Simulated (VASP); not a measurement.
# ZrSe2 in VASP: a series of runs, part 2 of 3

VASP 6.6.1. Earlier steps stand in the parts before.

### Step 3. Relaxation of cell and atoms, rev-vdW-DF2

This run uses another cell than the first one, of 56.81 Å³/atom, 1.027 times its volume.

Input file INCAR:

```
PREC = Accurate ; ENCUT = 600
EDIFF = 1E-6 ; ISMEAR = 0
SIGMA = 0.03 ; LREAL = F
LASPH = T ; NELM = 80
ALGO = Normal ; ISIF = 3
LWAVE = F ; LCHARG = F
GGA = MK ; LUSE_VDW = T
AGGAC = 0.0 ; PARAM1 = 0.1234
PARAM2 = 0.711357 ; ZAB_VDW = -1.8867
IBRION = 2 ; NSW = 90
EDIFFG = -0.01 ; LATTICE_CONSTRAINTS = .TRUE. .TRUE. .FALSE.
```

Input file KPOINTS:

```
regular mesh
0
Gamma
  9 9 1
```

Input file POSCAR:

```
ZrSe2
1.0
    3.7980000000      0.0000000000      0.0000000000
   -1.8990000000      3.2891644800      0.0000000000
    0.0000000000      0.0000000000     27.2880000000
Se Zr
4 2
Direct
    0.6666666700      0.3333333300      0.3298153000
    0.3333333300      0.6666666700      0.4432717700
    0.6666666700      0.3333333300      0.5567282300
    0.3333333300      0.6666666700      0.6701847000
    0.0000000000      0.0000000000      0.3865435400
    0.0000000000      0.0000000000      0.6134564600
```

Potentials or basis: VASP PAW PBE potentials, release 64 (Se, Zr_sv).

The run is started by

```console
> cat potpaw_PBE.64/Se/POTCAR potpaw_PBE.64/Zr_sv/POTCAR > POTCAR
> mpirun -np 1 vasp_std > vasp.out
```

OUTCAR:

```text
PREC = Accurate
   ENCUT = 600
   EDIFF = 1E-6
   ISMEAR = 0
   LREAL = F
   LASPH = T
   NELM = 80
   ISIF = 3
   GGA = MK
   IBRION = 2
   NSW = 90
   EDIFFG = -0.01

 ion  position               nearest neighbor table
   1  0.667  0.333  0.330-   5 2.68   5 2.68   5 2.68
   2  0.333  0.667  0.443-   5 2.68   5 2.68   5 2.68
   3  0.667  0.333  0.557-   6 2.68   6 2.68   6 2.68
   4  0.333  0.667  0.670-   6 2.68   6 2.68   6 2.68
   5  0.000  0.000  0.387-   2 2.68   2 2.68   2 2.68   1 2.68   1 2.68   1 2.68
   6  0.000  0.000  0.613-   3 2.68   3 2.68   3 2.68   4 2.68   4 2.68   4 2.68

  LATTYP: Found a hexagonal cell.
 ALAT       =     3.7980000000
 C/A-ratio  =     7.1848341232

  Lattice vectors:

 A1 = (   3.7980000000,   0.0000000000,   0.0000000000)
 A2 = (  -1.8990000000,   3.2891644800,   0.0000000000)
 A3 = (   0.0000000000,   0.0000000000,  27.2880000000)

Analysis of symmetry for initial positions (statically):
=====================================================================
 Subroutine PRICEL returns:
 Original cell was already a primitive cell.

 Routine SETGRP: Setting up the symmetry group for a
 hexagonal supercell.

 Subroutine GETGRP returns: Found 12 space group operations
 (whereof 12 operations were pure point group operations)
 out of a pool of 24 trial point group operations.

The static configuration has the point symmetry D_3d.

Analysis of symmetry for dynamics (positions and initial velocities):
=====================================================================
 Subroutine PRICEL returns:
 Original cell was already a primitive cell.

 Routine SETGRP: Setting up the symmetry group for a
 hexagonal supercell.

 Subroutine GETGRP returns: Found 12 space group operations
 (whereof 12 operations were pure point group operations)
 out of a pool of 24 trial point group operations.

The dynamic configuration has the point symmetry D_3d.

 Subroutine INISYM returns: Found 12 space group operations
 (whereof 12 operations are pure point group operations),
 and found     1 'primitive' translations

----------------------------------------------------------------------------------------

                                     Primitive cell

  volume of cell :     340.8884

  direct lattice vectors                    reciprocal lattice vectors
     3.798000000  0.000000000  0.000000000     0.263296472  0.152014289  0.000000000
    -1.899000000  3.289164480  0.000000000     0.000000000  0.304028578  0.000000000
     0.000000000  0.000000000 27.288000000     0.000000000  0.000000000  0.036646145

  length of vectors
     3.798000000  3.797999997 27.288000000     0.304028578  0.304028578  0.036646145

  position of ions in fractional coordinates (direct lattice)
     0.666666670  0.333333330  0.329815300
     0.333333330  0.666666670  0.443271770
     0.666666670  0.333333330  0.556728230
     0.333333330  0.666666670  0.670184700
     0.000000000  0.000000000  0.386543540
     0.000000000  0.000000000  0.613456460

  ion indices of the primitive-cell ions
   primitive index   ion index
                 1           1
                 2           2
                 3           3
                 4           4
                 5           5
                 6           6

----------------------------------------------------------------------------------------

 KPOINTS: regular mesh

Automatic generation of k-mesh.
 Grid dimensions read from file:
 generate k-points for:    9    9    1

 Generating k-lattice:

  Cartesian coordinates                     Fractional coordinates (reciprocal lattice)
     0.029255164  0.016890477  0.000000000     0.111111111 -0.000000000  0.000000000
     0.000000000  0.033780953  0.000000000     0.000000000  0.111111111  0.000000000
     0.000000000  0.000000000  0.036646145     0.000000000  0.000000000  1.000000000

  Length of vectors
     0.033780953  0.033780953  0.036646145

  Shift w.r.t. Gamma in fractional coordinates (k-lattice)
     0.000000000  0.000000000  0.000000000

 Subroutine IBZKPT returns following result:
 ===========================================

 Found     12 irreducible k-points:

 Following reciprocal coordinates:
            Coordinates               Weight
  0.000000  0.000000  0.000000      1.000000
  0.111111 -0.000000  0.000000      6.000000
  0.222222 -0.000000  0.000000      6.000000
  0.333333 -0.000000  0.000000      6.000000
  0.444444 -0.000000  0.000000      6.000000
  0.111111  0.111111  0.000000      6.000000
  0.222222  0.111111  0.000000     12.000000
  0.333333  0.111111  0.000000     12.000000
  0.444444  0.111111  0.000000      6.000000
  0.222222  0.222222  0.000000      6.000000
  0.333333  0.222222  0.000000     12.000000
  0.333333  0.333333  0.000000      2.000000
   k-points           NKPTS =     12   k-points in BZ     NKDIM =     12   number of bands    NBANDS=     28
   number of dos      NEDOS =    301   number of ions     NIONS =      6
   total plane-waves  NPLWV = 201600
   dimension x,y,z NGX =    30 NGY =   30 NGZ =  224
   dimension x,y,z NGXF=    60 NGYF=   60 NGZF=  448
   ions per type =               4   2
   NGX,Y,Z   is equivalent  to a cutoff of  13.13, 13.13, 13.65 a.u.
   NGXF,Y,Z  is equivalent  to a cutoff of  26.26, 26.26, 27.29 a.u.
 SYSTEM =  unknown system
   PREC   = accura    normal or accurate (medium, high low for compatibility)
   ISTART =      0    job   : 0-new  1-cont  2-samecut
   ICHARG =      2    charge: 1-file 2-atom 10-const
   ISPIN  =      1    spin polarized calculation?
   LNONCOLLINEAR =      F non collinear calculations
   LSORBIT =      F    spin-orbit coupling
   LASPH  =      T    aspherical Exc in radial PAW
   ENCUT  =  600.0 eV  44.10 Ry    6.64 a.u.   7.59  7.59 54.50*2*pi/ulx,y,z
   NELM   =     80;   NELMIN=  2; NELMDL= -5     # of ELM steps
   EDIFF  = 0.1E-05   stopping-criterion for ELM
   LREAL  =      F    real-space projection
   EDIFFG = -.1E-01   stopping-criterion for IOM
   NSW    =     90    number of steps for IOM
   IBRION =      2    ionic relax: 0-MD 1-quasi-New 2-CG
   NFREE  =      1    steps in history (QN), initial steepest desc. (CG)
   ISIF   =      3    stress and relaxation
   ISYM   =      2    0-nonsym 1-usesym 2-fastsym
   POTIM  = 0.5000    time-step for ionic-motion
   TEBEG  =    0.0;   TEEND  =   0.0 temperature during run
   PSTRESS=    0.0 pullay stress
   NELECT =      48.0000    total number of electrons
   NUPDOWN=      -1.0000    fix difference up-down
   EMIN   =  10.00;   EMAX   =-10.00  energy-range for DOS
   EFERMI =   0.00;   METHOD = LEGACY
   ISMEAR =     0;   SIGMA  =   0.03  broadening in eV -4-tet -1-fermi 0-gaus
   EFERMI_NEDOS =   21; number of points for ismear=-14 and -15
   IALGO  =     38    algorithm
   IMIX   =      4    mixing-type and parameters
     AMIX     =   0.40;   BMIX     =  1.00
     AMIX_MAG =   1.60;   BMIX_MAG =  1.00
  volume/ion in A,a.u.               =      56.81       383.40
  Fermi-wavevector in a.u.,A,eV,Ry     =   0.851696  1.609472  9.869471  0.725386
  Thomas-Fermi vector in A             =   1.967869
   LORBIT       =      0    0 simple, 1 ext, 2 COOP (PROOUT), +10 PAW based schemes
   GGA     = MK    functional components
   LHFCALC =     F    Hartree Fock is set to
   AEXX    =    0.0000 exact exchange contribution
   IVDW_NL    =     1    kernel type
   BPARAM     = 6.3000
   IVDW    =     0    specifies the selected vdW correction
   LEPSILON=     F    determine dielectric tensor
   LRPA    =     F    only Hartree local field effects (RPA)
 conjugate gradient relaxation of ions
 non-spin polarized calculation
 Gauss-broadening in eV      SIGMA  =   0.03
  energy-cutoff  :      600.00
  volume of cell :      340.89
 maximum number of plane-waves:     11437
   NGX = 15   NGY = 15   NGZ =109

--------------------------------------- Ionic step        1  -------------------------------------------

 number of electron      48.0000002 magnetization

 Free energy of the ion-electron system (eV)
  ---------------------------------------------------
  ext. energy  EPLUGINS =         0.00000000
  ---------------------------------------------------
  free energy    TOTEN  =       -28.86990341 eV

  energy without entropy =      -28.86990341  energy(sigma->0) =      -28.86990341

------------------------ aborting loop because EDIFF is reached ----------------------------------------

  FORCE on cell =-STRESS in cart. coord.  units (eV):
  Direction    XX          YY          ZZ          XY          YZ          ZX
  --------------------------------------------------------------------------------------
  -------------------------------------------------------------------------------------
  Total        0.1673057      0.1673057      1.6714946      0.0000000      0.0000000      0.0000000
  in kB        0.7863378      0.7863378      7.8560329      0.0000000      0.0000000      0.0000000
  external PRESSURE =       3.1429028 kB  Pullay stress =       0.0000000 kB
[... 321 lines left out ...]
Total vdW correction in eV:      7.3738696

--------------------------------------- Ionic step        9  -------------------------------------------

 number of electron      48.0000003 magnetization

 Free energy of the ion-electron system (eV)
  ---------------------------------------------------
  ext. energy  EPLUGINS =         0.00000000
  ---------------------------------------------------
  free energy    TOTEN  =       -28.89733467 eV

  energy without entropy =      -28.89733467  energy(sigma->0) =      -28.89733467

 E-fermi :  -0.9940     XC(G=0):  -4.9461

 val. band max:       -1.1567877275   @ k =   0.0000   0.0000   0.0000
 cond. band min:      -0.8149989988   @ k =   0.4444  -0.0000   0.0000
 fundamental gap:      0.3417887287
 Fermi energy:        -0.9939896304

 k-point     1 :       0.0000    0.0000    0.0000
  band No.  band energies     occupation
      1     -50.6308      2.00000
      2     -50.6308      2.00000
      3     -28.6870      2.00000
      4     -28.6869      2.00000
      5     -28.5795      2.00000
      6     -28.5795      2.00000
[... 394 lines left out ...]
  FREE ENERGIE OF THE ION-ELECTRON SYSTEM (eV)
  ---------------------------------------------------
  free  energy   TOTEN  =       -28.8973346656 eV

  energy  without entropy=      -28.8973346656  energy(sigma->0) =      -28.89733467

Total vdW correction in eV:      7.3736537

 reached required accuracy - stopping structural energy minimisation
```

Wall time 37 min (1 thread of Intel Xeon 6975P-C (Granite Rapids), shared host); peak memory 1.4 GiB.

Results:

| Quantity | Value |
| --- | --- |
| Free energy | -28.8973 eV |
| Relaxed volume | 55.91 Å³/atom |
| Relaxed cell | a = 3.767 Å, b = 3.767 Å, c = 27.288 Å, α = 90.00°, β = 90.00°, γ = 120.00° |
| Space group after relaxing (to 0.05 Å) | P-3m1 (No. 164) |
| Energy gained by relaxing | 4.6 meV/atom |
| Ionic steps | 9 |
| Largest force after relaxing | 0.009 eV/Å |
| Band gap on the k mesh | 0.34 eV, indirect (least direct gap 1.05 eV) |

Forces in eV/Å, atoms in the order of the input:
```
Se   0.000  0.000  0.009
Se   0.000  0.000  0.005
Se   0.000  0.000 -0.005
Se   0.000  0.000 -0.009
Zr   0.000  0.000  0.004
Zr   0.000  0.000 -0.004
```

The path:
```
step  energy change (eV)  largest force (eV/Å)  pressure (GPa)  volume (Å³)
   1              0.0000                0.3445            0.31       340.89
   2             -0.0136                0.1516           -0.10       341.81
   3             -0.0154                0.0495           -0.32       342.30
   4             -0.0243                0.0235           -0.18       339.07
   5             -0.0274                0.0282           -0.04       335.88
   6             -0.0274                0.0284           -0.05       335.75
   7             -0.0274                0.0288           -0.04       335.49
   8             -0.0274                0.0107           -0.02       335.45
   9             -0.0274                0.0095           -0.01       335.43
```

Final structure:
```yaml
crystal:
  lattice:
    - [3.76749, 0.00000, 0.00000]
    - [-1.88374, 3.26274, 0.00000]
    - [0.00000, 0.00000, 27.28800]
  atoms:
    - { symbol: Se, position: [0.66667, 0.33333, 0.32829] }
    - { symbol: Se, position: [0.33333, 0.66667, 0.44505] }
    - { symbol: Se, position: [0.66667, 0.33333, 0.55495] }
    - { symbol: Se, position: [0.33333, 0.66667, 0.67171] }
    - { symbol: Zr, position: [0.00000, 0.00000, 0.38664] }
    - { symbol: Zr, position: [0.00000, 0.00000, 0.61336] }
```

Caveat: the PAW data sets were made with another functional, which shifts forces and pressure a little.

(Part 2 of 3 ends here.)
